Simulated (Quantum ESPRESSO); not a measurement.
# Ca (Immm) in Quantum ESPRESSO: reference runs

Aim: a first look at Ca with PBE, on the cell as given and on a disturbed one.

Everything below comes from runs of Quantum ESPRESSO 7.5. Logs are shortened: lines on timing, memory, paths and dates and some standing lists are left out, and cuts for length are marked.

## Step 1: The crystal as given

Symmetry: Immm, No. 71, orthorhombic system. Conventional cell: a = 4.193 Å, b = 4.203 Å, c = 4.891 Å, α = 90.00°, β = 90.00°, γ = 90.00°. Around Ca (site symmetry mmm) lie 12 Ca at 3.85 to 4.20 Å.

This isn't the form of Ca at room conditions, which is fcc.

## Step 2: Single point, PBE

The input, pw.in:

```
&CONTROL
  calculation = 'scf'
  prefix = 'pwscf'
  outdir = './tmp'
  pseudo_dir = './pseudo'
  tprnfor = .true.
  tstress = .true.
  disk_io = 'nowf'
/
&SYSTEM
  ibrav = 0
  nat = 1
  ntyp = 1
  ecutwfc = 55
  ecutrho = 440
  nbnd = 10
  occupations = 'smearing'
  smearing = 'fd'
  degauss = 0.00367493
/
&ELECTRONS
  conv_thr = 2d-10
  electron_maxstep = 120
  mixing_beta = 0.5
/
ATOMIC_SPECIES
Ca    40.0780 Ca_pbe_v1.uspp.F.UPF
CELL_PARAMETERS angstrom
  -2.0964874600    2.1017318100    2.4453524600
   2.0964874600   -2.1017318100    2.4453524600
   2.0964874600    2.1017318100   -2.4453524600
ATOMIC_POSITIONS crystal
Ca     0.5000000000    0.5000000000    0.0000000000
K_POINTS automatic
9 9 9 0 0 0
```

Potentials or basis: SSSP 1.3 efficiency PBE.

The run is started by

```console
OMP_NUM_THREADS=1 pw.x -in pw.in > pw.out
```

pw.out:

```text
This program is part of the open-source Quantum ESPRESSO suite
     for quantum simulation of materials; please cite
[... 9 lines left out ...]
     --------------------
     sticks:   dense  smooth     PW     G-vecs:    dense   smooth      PW
     Sum        1815     915    283                45351    16049    2793

     Using Slab Decomposition

     bravais-lattice index     =            0
     lattice parameter (alat)  =       7.2680  a.u.
     unit-cell volume          =     290.8490 (a.u.)^3
     number of atoms/cell      =            1
     number of atomic types    =            1
     number of electrons       =        10.00
     number of Kohn-Sham states=           10
     kinetic-energy cutoff     =      55.0000  Ry
     charge density cutoff     =     440.0000  Ry
     scf convergence threshold =      2.0E-10
     mixing beta               =       0.5000
     number of iterations used =            8  plain     mixing
     Exchange-correlation= SLA  PW   PBE  PBE
                           (   1   4   3   4   0   0   0)

     celldm(1)=   7.268026  celldm(2)=   0.000000  celldm(3)=   0.000000
     celldm(4)=   0.000000  celldm(5)=   0.000000  celldm(6)=   0.000000

     crystal axes: (cart. coord. in units of alat)
               a(1) = (  -0.545098   0.546462   0.635805 )
               a(2) = (   0.545098  -0.546462   0.635805 )
               a(3) = (   0.545098   0.546462  -0.635805 )

     reciprocal axes: (cart. coord. in units 2 pi/alat)
               b(1) = (  0.000000  0.914977  0.786405 )
               b(2) = (  0.917266 -0.000000  0.786405 )
               b(3) = (  0.917266  0.914977  0.000000 )

     PseudoPot. # 1 for Ca read from file:
     Ca_pbe_v1.uspp.F.UPF
     Pseudo is Ultrasoft + core correction, Zval = 10.0
     Generated by new atomic code, or converted to UPF format
     Using radial grid of  845 points,  6 beta functions with:
                l(1) =   0
                l(2) =   0
                l(3) =   1
                l(4) =   1
                l(5) =   2
                l(6) =   2
     Q(r) pseudized with  8 coefficients,  rinner =    1.500   1.500   1.500
                                                       1.500   1.500

     atomic species   valence    mass     pseudopotential
     Ca               10.00    40.07800     Ca( 1.00)

      8 Sym. Ops., with inversion, found

   Cartesian axes

     site n.     atom                  positions (alat units)
         1        Ca     tau(   1) = (   0.0000000   0.0000000   0.6358048  )

     number of k points=   125  Fermi-Dirac smearing, width (Ry)=  0.0037

     Number of k-points >= 100: set verbosity='high' to print them.

     Dense  grid:    45351 G-vectors     FFT dimensions: (  50,  50,  50)

     Smooth grid:    16049 G-vectors     FFT dimensions: (  36,  36,  36)

     Check: negative core charge=   -0.000002

     Initial potential from superposition of free atoms

     starting charge       9.9945, renormalised to      10.0000
     Starting wfcs are   10 randomized atomic wfcs

     Self-consistent Calculation

     iteration #  1     ecut=    55.00 Ry     beta= 0.50
     Davidson diagonalization with overlap
     ethr =  1.00E-02,  avg # of iterations =  2.8

     Threshold (ethr) on eigenvalues was too large:
     Diagonalizing with lowered threshold

     Davidson diagonalization with overlap
     ethr =  1.72E-05,  avg # of iterations =  5.8

     total energy              =     -74.92418186 Ry
     estimated scf accuracy    <       0.00138790 Ry

     iteration #  2     ecut=    55.00 Ry     beta= 0.50
     Davidson diagonalization with overlap
     ethr =  1.39E-05,  avg # of iterations =  1.5

     total energy              =     -74.92442879 Ry
     estimated scf accuracy    <       0.00028924 Ry

     iteration #  3     ecut=    55.00 Ry     beta= 0.50
     Davidson diagonalization with overlap
     ethr =  2.89E-06,  avg # of iterations =  2.4

     total energy              =     -74.92445366 Ry
     estimated scf accuracy    <       0.00002105 Ry

     iteration #  4     ecut=    55.00 Ry     beta= 0.50
     Davidson diagonalization with overlap
     ethr =  2.11E-07,  avg # of iterations =  2.2

     total energy              =     -74.92445531 Ry
     estimated scf accuracy    <       0.00000016 Ry

     iteration #  5     ecut=    55.00 Ry     beta= 0.50
     Davidson diagonalization with overlap
     ethr =  1.62E-09,  avg # of iterations =  3.2

     total energy              =     -74.92445538 Ry
     estimated scf accuracy    <          2.0E-09 Ry

     iteration #  6     ecut=    55.00 Ry     beta= 0.50
     Davidson diagonalization with overlap
     ethr =  1.96E-11,  avg # of iterations =  2.9

     End of self-consistent calculation

     Number of k-points >= 100: set verbosity='high' to print the bands.

     the Fermi energy is     4.8940 ev

!    total energy              =     -74.92445538 Ry
     estimated scf accuracy    <          1.1E-10 Ry
     smearing contrib. (-TS)   =      -0.00097861 Ry
     internal energy E=F+TS    =     -74.92347678 Ry

     The total energy is F=E-TS. E is the sum of the following terms:
     one-electron contribution =     -39.66491675 Ry
     hartree contribution      =      20.10611598 Ry
     xc contribution           =     -11.77546352 Ry
     ewald contribution        =     -43.58921248 Ry

     convergence has been achieved in   6 iterations

     Forces acting on atoms (cartesian axes, Ry/au):

     atom    1 type  1   force =     0.00000000    0.00000000    0.00000000

     Total force =     0.000000     Total SCF correction =     0.000000

     Computing stress (Cartesian axis) and pressure

          total   stress  (Ry/bohr**3)                   (kbar)     P=       -3.89
  -0.00003168  -0.00000000  -0.00000000           -4.66       -0.00       -0.00
  -0.00000000  -0.00003330  -0.00000000           -0.00       -4.90       -0.00
  -0.00000000  -0.00000000  -0.00001440           -0.00       -0.00       -2.12

=------------------------------------------------------------------------------=
   JOB DONE.
=------------------------------------------------------------------------------=
```

It took 28 s on 1 thread of Arm Neoverse V2, shared host; peak memory 0.22 GiB.

Results:

```
Free energy            : -1019.3991 eV
Pressure               : -0.4 GPa
Band gap on the k mesh : none (metal or under the smearing width)
```

## Step 3: Single point, PBE (cell strained at random at fixed volume)

Changes to pw.in since step 2:

```diff
@@ -28,7 +28,7 @@
 CELL_PARAMETERS angstrom
-  -2.0964874600    2.1017318100    2.4453524600
-   2.0964874600   -2.1017318100    2.4453524600
-   2.0964874600    2.1017318100   -2.4453524600
+  -2.0939700000    2.1278440000    2.4131570000
+   2.1709280000   -2.1263730000    2.4778720000
+   2.0333720000    2.0659260000   -2.4118930000
 ATOMIC_POSITIONS crystal
-Ca     0.5000000000    0.5000000000    0.0000000000
+Ca     0.5037870000    0.5121010000    0.0037970000
 K_POINTS automatic
```

Potentials or basis: SSSP 1.3 efficiency PBE.

The run is started by

```console
OMP_NUM_THREADS=1 pw.x -in pw.in > pw.out
```

Run time: 76 s. Hardware: 1 thread of Arm Neoverse V2, shared host; peak memory 0.29 GiB.

The run converged. Its results:

| Quantity | Value |
| --- | --- |
| Free energy | -1019.3963 eV |
| Pressure | -0.4 GPa |
| Band gap on the k mesh | none (metal or under the smearing width) |

Stress tensor (GPa, compression positive):
```
-0.52  0.28 -0.42
 0.28 -0.45 -0.05
-0.42 -0.05 -0.18
```

Levels at points of the mesh, in eV from the Fermi level:
```csv
k point,band 3,band 4,band 5,band 6,band 7,band 8
"(0.00, 0.00, 0.00)",-23.04,-23.03,-4.01,2.06,2.21,2.74
```
